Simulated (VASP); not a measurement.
Wanted: the native input for a VASP 6.6.1 run.

* Task: relaxation of cell and atoms
* Functional: PBE
* Dispersion: TS
* Potentials or basis: VASP PAW PBE potentials, release 64 (N, B)
* Cutoff: 600 eV
* k mesh: 13 × 13 × 13
* Occupations: fermi-dirac, width 0.05 eV
* Spin: no spin polarisation
* Further INCAR settings: ALGO = Fast; EDIFF = 1e-07; IBRION = 2; EDIFFG = -0.01; NSW = 40; ISIF = 3

The structure of BN lies in POSCAR:

```
BN
1.0
    0.0000000000      1.8130010000      1.8130010000
    1.8130010000      0.0000000000      1.8130010000
    1.8130010000      1.8130010000      0.0000000000
N B
1 1
Direct
    0.2500000000      0.2500000000      0.2500000000
    0.0000000000      0.0000000000      0.0000000000
```

The cell is a database's computed one.

The input as run:

INCAR

```
SYSTEM = BN
PREC = Accurate ; ENCUT = 600
EDIFF = 1E-7 ; ISMEAR = -1
SIGMA = 0.05 ; LREAL = .FALSE.
LASPH = .TRUE. ; NELM = 80
ALGO = Fast ; ISIF = 3
LWAVE = .FALSE. ; LCHARG = .FALSE.
GGA = PE ; IVDW = 2
IBRION = 2 ; NSW = 40
EDIFFG = -0.01
```

KPOINTS

```
Automatic mesh
0
G
  13 13 13
  0 0 0
```

Potentials or basis: VASP PAW PBE potentials, release 64 (N, B).

Run with:

```sh
$ cat potpaw_PBE.64/N/POTCAR potpaw_PBE.64/B/POTCAR > POTCAR
$ mpirun -np 1 vasp_std > vasp.out
```

Results of the run:

```yaml
Relaxed_volume: 5.84 Å³/atom
Relaxed_cell: a = 2.547 Å, b = 2.547 Å, c = 2.547 Å, α = 60.00°, β = 60.00°, γ = 60.00°
Space_group_after_relaxing_to_0.05_Å: F-43m (No. 216)
Energy_gained_by_relaxing: 2.7 meV/atom
Ionic_steps: 3
Pressure_after_relaxing: -0.2 GPa
Band_gap_on_the_k_mesh: 4.55 eV, indirect (least direct gap 8.87 eV)
Hirshfeld_charges: N -0.15; B +0.15 e
Dispersion_energy_per_atom: -0.209 eV
```

Caveat: an odd mesh through Γ misses points on the zone boundary, where band edges often lie.

Wall time 12 s on 1 thread of Intel(R) Xeon(R) 6975P-C (Granite Rapids) (shared host), peak memory 0.12 GiB.
